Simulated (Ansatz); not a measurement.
Rigid (001) slab of Ti, space group P6_3/mmc (No. 194):

```yaml
crystal:
  lattice:
    - [2.93580, 0.00000, 0.00000]
    - [-1.46790, 2.54247, 0.00000]
    - [0.00000, 0.00000, 26.27239]
  atoms:
    - { symbol: Ti, position: [0.66667, 0.33333, 0.32353] }
    - { symbol: Ti, position: [0.33333, 0.66667, 0.41177] }
    - { symbol: Ti, position: [0.66667, 0.33333, 0.50052] }
    - { symbol: Ti, position: [0.33333, 0.66667, 0.59132] }
    - { symbol: Ti, position: [0.66667, 0.33333, 0.67309] }
```

All numbers below come from DFT r2SCAN, scalar-relativistic, plane waves, PAW in Ansatz 0.2.0. Cutoff 500 eV; k points 12×12×1 on the computed 6-atom cell (Γ-centred); Gaussian smearing, width 0.10 eV; no spin polarisation. A dipole correction removes the field between periodic images along c.

An adatom of C is held over the places (i/4, j/4) of the 1×1 surface cell, counted from the highest atom (Ti), and only its height relaxes; one adatom per 7.5 Å². This grid misses the threefold hollows of the hexagonal cell, which often bind best.

Heights over the highest slab atom in Å:

| i | j=0 | j=1 | j=2 | j=3 |
| --- | --- | --- | --- | --- |
| 0 | 1.97 | 1.71 | 1.17 | 1.71 |
| 1 | 1.71 | 1.71 | 1.22 | 1.22 |
| 2 | 1.17 | 1.20 | 1.17 | 1.22 |
| 3 | 1.71 | 1.20 | 1.20 | 1.71 |

(1) Among these places, where is the adatom most and least stable, and how far apart in energy?

Results:

(1) Lowest at (i, j) = (0, 2), (2, 0), (2, 2); highest at (0, 0), 2.23 eV above. All energies in eV:

| i | j=0 | j=1 | j=2 | j=3 |
| --- | --- | --- | --- | --- |
| 0 | 2.23 | 1.61 | 0.00 | 1.61 |
| 1 | 1.61 | 1.61 | 0.41 | 0.41 |
| 2 | 0.00 | 0.43 | 0.00 | 0.41 |
| 3 | 1.61 | 0.43 | 0.43 | 1.61 |